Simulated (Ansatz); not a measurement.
**ZnS: stress in a strained cell**

ZnS is deformed so: equal xy, yz and zx engineering shear strains of -2 %. What stress and forces result, by LAPW, PAW and all-electron datasets made for the crystal?

Computed with Ansatz 0.2.0 (DFT PBEsol, scalar-relativistic, unless a step's input says otherwise).

**1. Starting point**

The structure is hexagonal, space group P6_3mc (No. 186). The conventional cell has a = 3.811 Å, b = 3.811 Å, c = 6.234 Å, α = 90.00°, β = 90.00°, γ = 120.00°. Zn (site symmetry 3m) is surrounded by 4 S at 2.31 to 2.40 Å. S (site symmetry 3m) has 4 Zn at 2.31 to 2.40 Å as nearest neighbours.

Coordinates:

```xyz
4
Lattice="3.8110 0.0000 0.0000 -1.9055 3.3004 0.0000 0.0000 0.0000 6.2340" Properties=species:S:1:pos:R:3 pbc="T T T"
Zn    0.0000    2.2003    0.0000
Zn    1.9055    1.1001    3.1170
S     0.0000    2.2003    2.4001
S     1.9055    1.1001    5.5171
```

Atoms are numbered in the order of the input: Zn1, Zn2, S3, S4.

**2. After the deformation**

Space group P6_3mc before, P1 after.

**3. LAPW, all electrons**

Contents of input.yaml:

```yaml
crystal:
  lattice:
    - [3.8109987816, -0.0381099878, -0.0381099878]
    - [-1.9385036084, 3.3194767525, -0.0139492237]
    - [-0.06234, -0.06234, 6.234]
  atoms:
    - { symbol: Zn, position: [0.3333333333, 0.6666666667, 0.0] }
    - { symbol: Zn, position: [0.6666666667, 0.3333333333, 0.5] }
    - { symbol: S, position: [0.3333333333, 0.6666666667, 0.385] }
    - { symbol: S, position: [0.6666666667, 0.3333333333, 0.885] }
kpoints:
  mp_grid: { grid: [8, 8, 5] }
  band_path:
    path:
      - [0.0, 0.0, 0.0]
      - [0.0, 0.0, 0.5]
      - [-0.5, 0.5, 0.0]
      - [0.0, 0.0, 0.0]
      - [0.0, -0.5, 0.0]
      - [-0.5, 0.0, 0.5]
      - [0.0, 0.0, 0.0]
      - [-0.5, 0.0, 0.0]
      - [0.0, -0.5, 0.5]
    npoints: 5
scf:
  occupations: { method: fermi_dirac, width: 0.03 }
hamiltonian:
  xc: pbesol
  pseudopotentials: { kind: all_electron, lapw: { basis_error: 0.001 } }
output:
  forces: true
  stress: true
  eigenvalues: true
```

Launch:

```sh
$ ansatz run input.yaml --threads 1 --pin off --max-ram 6144MiB --backend cpu --events-out ev --progress --plain --runs-dir out
```

**4. Frozen-core PAW**

Contents of input.yaml:

```yaml
crystal:
  lattice:
    - [3.8109987816, -0.0381099878, -0.0381099878]
    - [-1.9385036084, 3.3194767525, -0.0139492237]
    - [-0.06234, -0.06234, 6.234]
  atoms:
    - { symbol: Zn, position: [0.3333333333, 0.6666666667, 0.0] }
    - { symbol: Zn, position: [0.6666666667, 0.3333333333, 0.5] }
    - { symbol: S, position: [0.3333333333, 0.6666666667, 0.385] }
    - { symbol: S, position: [0.6666666667, 0.3333333333, 0.885] }
kpoints:
  mp_grid: { grid: [8, 8, 5] }
scf:
  occupations: { method: fermi_dirac, width: 0.03 }
hamiltonian:
  xc: pbesol
  pseudopotentials: { kind: paw }
output:
  forces: true
  stress: true
  eigenvalues: true
  efg: { contact_densities: true }
```

**5. Datasets made for this crystal**

Changes to input.yaml since step 4:

```diff
@@ -16,3 +16,3 @@
   xc: pbesol
-  pseudopotentials: { kind: paw }
+  pseudopotentials: { kind: all_electron, datasets: crystal }
 output:
```

(Steps that only read results are left out.)

**Question.** What will these runs give? Wanted: pressure; largest shear or deviatoric stress.

**Answer**, as computed:

| quantity | value |
| --- | --- |
| pressure | LAPW -1.22, PAW -1.23, crystal datasets -1.23 GPa |
| largest shear or deviatoric stress (LAPW) | 1.24 GPa |

What this shows: The largest part of the stress beyond the pressure is 1.24 GPa in size, in the zz component; the atoms are carried along and not relaxed. No run of the undeformed cell stands beside it, so the pressure holds what the given cell had before the change. PAW: stress within 0.01 GPa of LAPW, forces within 1 meV/Å. Crystal datasets: stress within 0.01 GPa of LAPW, forces within 1 meV/Å.
